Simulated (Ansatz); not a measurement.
## Ti under changes of volume

One of the cells (17.020 Å³/atom); the others are scaled copies at fixed shape and fractional positions:

```
Ti
1.0
     4.56737    0.00000    0.00000
    -2.28369    3.95546    0.00000
     0.00000    0.00000    2.82624
Ti
3
Cartesian
  2.2837 1.3185 1.4131
  0.0000 2.6370 1.4131
  0.0000 0.0000 0.0000
```

This isn't the form of Ti at room conditions, which is hcp.

| Item | Value |
| --- | --- |
| Program | Ansatz 0.2.0 |
| Functional | PBEsol |
| Potentials or basis | Ansatz PAW |
| Cutoff | 420 eV (not typed: the program's choice for these potentials) |
| k mesh | 7 × 7 × 9 |
| Occupations | fermi-dirac, width 0.05 eV |
| Spin | no spin polarisation |

```tsv
volume (Å³/atom)	energy over the lowest point (meV/atom)	pressure (GPa)
15.999	4.89	3.7
16.339	0.00	1.0
16.679	0.60	-1.5
17.020	6.19	-3.7
17.360	?	?
17.701	30.61	-7.6
18.041	48.64	-9.3
```

Task: What does the run at 17.360 Å³/atom give?

Result: Energy over the lowest point 16.33 meV/atom; pressure -5.8 GPa.

Worked out: A Birch-Murnaghan fit of order 3 (a polynomial in V^(-2/3)) to the other rows has its minimum at 16.47 Å³/atom with B0 = V·E''(V) = 120 GPa and B' = 3.6 at fixed shape and positions, which overstates the stiffness. It gives 16.31 meV/atom at 17.360 Å³/atom, against the run's 16.33, and -dE/dV = -5.8 GPa, against -5.8.

Energies are extrapolated to zero smearing.

Caveats: the PAW data sets come from PBE, with cores solved anew for the run's functional, which leaves a small shift of forces and pressure.
